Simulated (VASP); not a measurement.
Input of a VASP 6.6.1 run:

File INCAR:

```
ALGO     = Fast           # electronic algorithm
EDIFF    = 1E-6           # SCF threshold, eV
ENCUT    = 520            # plane-wave cutoff, eV
GGA      = PS             # functional
ISIF     = 2              # what is computed and relaxed
ISMEAR   = -1             # smearing method
LASPH    = T              # aspherical terms in the spheres
LCHARG   = F              # write CHGCAR
LREAL    = F              # projectors in reciprocal space
LWAVE    = F              # write WAVECAR
NBANDS   = 12             # bands
NELM     = 60             # most SCF steps
PREC     = Accurate       # precision mode
SIGMA    = 0.05           # smearing width, eV
```

KPOINTS

```
k-points
0
Gamma
  14 14 14
```

File POSCAR:

```
Ti
1.0
   -1.6410000000      1.6410000000      1.6410000000
    1.6410000000     -1.6410000000      1.6410000000
    1.6410000000      1.6410000000     -1.6410000000
Ti
1
Direct
    0.0000000000      0.0000000000      0.0000000000
```

Potentials or basis: VASP PAW PBE potentials, release 64 (Ti_sv).

Run with:

```console
$ cat potpaw_PBE.64/Ti_sv/POTCAR > POTCAR
$ mpirun -np 1 vasp_std > vasp.out
```

**Question.** Estimate the band gap on the k mesh.

**Answer.** None (metal or under the smearing width).

**Question.** Predict the pressure.

**Answer.** -6.9 GPa.

Caveat: the PAW data sets were made with another functional, which shifts forces and pressure a little.
